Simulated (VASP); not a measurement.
Crystal: RuS2 (Laurite).

```
Ru S
1.0
     5.61060    0.00000    0.00000
     0.00000    5.61060    0.00000
     0.00000    0.00000    5.61060
Ru S
4 8
Direct
  0.00000 0.50000 0.50000
  0.50000 0.50000 0.00000
  0.50000 0.00000 0.50000
  0.00000 0.00000 0.00000
  0.38831 0.11169 0.88831
  0.11169 0.88831 0.38831
  0.88831 0.38831 0.11169
  0.61169 0.61169 0.61169
  0.61169 0.88831 0.11169
  0.88831 0.11169 0.61169
  0.11169 0.61169 0.88831
  0.38831 0.38831 0.38831
```

| Property | Result |
| --- | --- |
| Program | VASP 6.6.1 |
| Task | relaxation of cell and atoms |
| Functional | LDA |
| Potentials or basis | VASP PAW LDA potentials, release 64 (Ru_pv, S) |
| Cutoff | 600 eV |
| k mesh | 4 × 4 × 4 |
| Occupations | gaussian, width 0.02 eV |
| Spin | no spin polarisation |

At the start: pressure -6.4 GPa; volume 14.72 Å³/atom.

Q: Where does the relaxation end?

A: Over 9 steps the energy falls by 11.4 meV/atom and the volume is 14.25 Å³/atom (-3.2 %); space group Pa-3 (No. 205, to 0.05 Å).

The path:
```
step  energy change (eV)  largest force (eV/Å)  pressure (GPa)  volume (Å³)
   1              0.0000                0.3103           -6.37       176.62
   2              0.1976                0.0129           12.64       162.07
   3             -0.1264                0.2145            0.18       170.82
   4             -0.1265                0.2123            0.29       170.70
   5             -0.1365                0.0485            0.09       170.88
   6             -0.1371                0.0031            0.06       170.93
   7             -0.1371                0.0010            0.07       170.93
   8             -0.1371                0.0029           -0.12       171.07
   9             -0.1371                0.0013           -0.01       170.98
```

Final structure:
```cif
data_structure
_symmetry_space_group_name_H-M 'P 1'
_symmetry_Int_Tables_number 1
_cell_length_a 5.5503
_cell_length_b 5.5503
_cell_length_c 5.5503
_cell_angle_alpha 90.000
_cell_angle_beta 90.000
_cell_angle_gamma 90.000
_cell_volume 170.98
loop_
_atom_site_label
_atom_site_type_symbol
_atom_site_fract_x
_atom_site_fract_y
_atom_site_fract_z
_atom_site_occupancy
Ru1 Ru 0.00000 0.50000 0.50000 1
Ru2 Ru 0.50000 0.50000 0.00000 1
Ru3 Ru 0.50000 0.00000 0.50000 1
Ru4 Ru 0.00000 0.00000 0.00000 1
S1 S 0.38643 0.11357 0.88643 1
S2 S 0.11357 0.88643 0.38643 1
S3 S 0.88643 0.38643 0.11357 1
S4 S 0.61357 0.61357 0.61357 1
S5 S 0.61357 0.88643 0.11357 1
S6 S 0.88643 0.11357 0.61357 1
S7 S 0.11357 0.61357 0.88643 1
S8 S 0.38643 0.38643 0.38643 1
```
